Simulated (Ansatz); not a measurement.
**Ge under changes of volume**

One of the cells (18.524 Å³/atom); the others are scaled copies at fixed shape and fractional positions:

```
CELL_PARAMETERS angstrom
-2.57449 2.57449 1.39741
2.57449 -2.57449 1.39741
2.57449 2.57449 -1.39741
ATOMIC_POSITIONS crystal
Ge 0.50000 0.50000 0.00000
Ge 0.25000 0.75000 0.50000
```

This isn't the form of Ge at room conditions, which is diamond.

* Program: Ansatz 0.2.0
* Functional: r2SCAN
* Potentials or basis: Ansatz PAW
* Cutoff: 500 eV (not typed: the program's choice for these potentials)
* k mesh: 11 × 11 × 11
* Occupations: fermi-dirac, width 0.05 eV
* Spin: no spin polarisation

| volume (Å³/atom) | energy over the lowest point (meV/atom) | pressure (GPa) |
| --- | --- | --- |
| 17.413 | 22.72 | 6.3 |
| 17.783 | 10.73 | 4.2 |
| 18.154 | ? | ? |
| 18.524 | 0.00 | 0.6 |
| 18.895 | 0.33 | -0.9 |
| 19.265 | 3.92 | -2.2 |
| 19.636 | 10.46 | -3.4 |

Task: What does the run at 18.154 Å³/atom give?

Result: Energy over the lowest point 3.32 meV/atom; pressure 2.3 GPa.

Worked out: A Birch-Murnaghan fit of order 3 (a polynomial in V^(-2/3)) to the other rows has its minimum at 18.67 Å³/atom with B0 = V·E''(V) = 76 GPa and B' = 4.7 at fixed shape and positions, which overstates the stiffness. It gives 3.31 meV/atom at 18.154 Å³/atom, against the run's 3.32, and -dE/dV = 2.3 GPa, against 2.3.

Energies are extrapolated to zero smearing.

Caveats: the PAW data sets come from PBE, with cores solved anew for the run's functional, which leaves a small shift of forces and pressure.
